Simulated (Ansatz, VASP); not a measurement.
**Mg in VASP and in Ansatz**

INCAR

```
SYSTEM = Mg
ALGO     = Normal         ! electronic algorithm
EDIFF    = 1E-6           ! SCF threshold, eV
EDIFFG   = -0.01          ! ionic threshold
ENCUT    = 600            ! plane-wave cutoff, eV
GGA      = PS             ! functional
IBRION   = 2              ! ionic algorithm
ISIF     = 3              ! what is computed and relaxed
ISMEAR   = 0              ! smearing method
LASPH    = .TRUE.         ! aspherical terms in the spheres
LCHARG   = .FALSE.        ! write CHGCAR
LREAL    = .FALSE.        ! projectors in reciprocal space
LWAVE    = .FALSE.        ! write WAVECAR
NELM     = 100            ! most SCF steps
NSW      = 100            ! ionic steps
PREC     = Accurate       ! precision mode
SIGMA    = 0.1            ! smearing width, eV
```

KPOINTS

```
k-points
0
G
  12 12 14
  0 0 0
```

Contents of POSCAR:

```
Mg
1.0
    5.2783903522      0.0000000000      0.0000000000
   -2.6391951761      4.5712201361      0.0000000000
    0.0000000000      0.0000000000      3.2358827811
Mg
3
Direct
    0.0000000000      0.0000000000      0.0000000000
    0.3333333333      0.6666666667      0.5000000000
    0.6666666667      0.3333333333      0.5000000000
```

Input for Ansatz:

```yaml
crystal:
  lattice:
    - [5.2783903522, 0.0, 0.0]
    - [-2.6391951761, 4.5712201361, 0.0]
    - [0.0, 0.0, 3.2358827811]
  atoms:
    - { symbol: Mg, position: [0.0, 0.0, 0.0] }
    - { symbol: Mg, position: [0.3333333333, 0.6666666667, 0.5] }
    - { symbol: Mg, position: [0.6666666667, 0.3333333333, 0.5] }
basis:
  ecutwfc: 420
kpoints:
  mp_grid: { grid: [12, 12, 14] }
hamiltonian:
  xc: pbesol
scf:
  occupations: { method: gaussian, width: 0.1 }
output:
  forces: true
  stress: true
  eigenvalues: true
relax:
  adjacent_minimum: "off"
  f_tol: 0.01
  max_steps: 80
  cell: { stress_tol: 0.05 }
```

Alike in both runs: task relaxation of cell and atoms; functional PBEsol; k mesh 12 × 12 × 14; occupations gaussian, width 0.1 eV; no spin polarisation.

|  | VASP | Ansatz |
| --- | --- | --- |
| version | VASP 6.6.1 | Ansatz 0.2.0 |
| potentials or method | VASP PAW PBE potentials, release 64 (Mg) | scalar-relativistic, plane waves, PAW |
| plane-wave cutoff (eV) | 600 | 420 |
| valence electrons in the cell | 6 | 30 |

|  | VASP | Ansatz | Ansatz less VASP |
| --- | --- | --- | --- |
| gap on the k mesh at the Fermi level, each at its own relaxed structure (eV) | none | none | - |
| relaxed volume (Å³/atom) | 22.76 | 22.80 | +0.045 |
| relaxed cell length with the largest relative difference (Å) | 5.073 | 5.077 | +0.0042 |
| energy change over the relaxation (meV/atom) | -42 | -40 | +1.3 |

A gap of «none» marks a metal or a gap that the smearing closes. The two sets of potentials don't hold the same shells in valence.

Caveats: the PAW data sets were made with another functional, which shifts forces and pressure a little (VASP).
